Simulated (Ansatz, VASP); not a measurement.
**One calculation of Ga, two programs**

```
CELL_PARAMETERS angstrom
-1.44209 1.44209 2.19392
1.44209 -1.44209 2.19392
1.44209 1.44209 -2.19392
ATOMIC_POSITIONS crystal
Ga 0.00000 0.00000 0.00000
```

Alike in both runs: task single point; functional PBE; k mesh 20 × 20 × 20; occupations gaussian, width 0.1 eV; no spin polarisation.

```csv
,VASP,Ansatz
version,VASP 6.6.1,Ansatz 0.2.0
potentials or method,"VASP PAW PBE potentials, release 64 (Ga_d)","scalar-relativistic, plane waves, PAW"
plane-wave cutoff (eV),520,420
valence electrons in the cell,13,13
```

```tsv
	VASP	Ansatz	Ansatz less VASP
gap on the k mesh at the Fermi level (eV)	none	none	-
pressure (GPa)	1.9	2.0	+0.04
largest component of the traceless stress (GPa)	0.18	0.17	-0.012
```

A gap of «none» marks a metal or a gap that the smearing closes. The functional is the same, so the differences come from potentials, cutoffs and numerics.
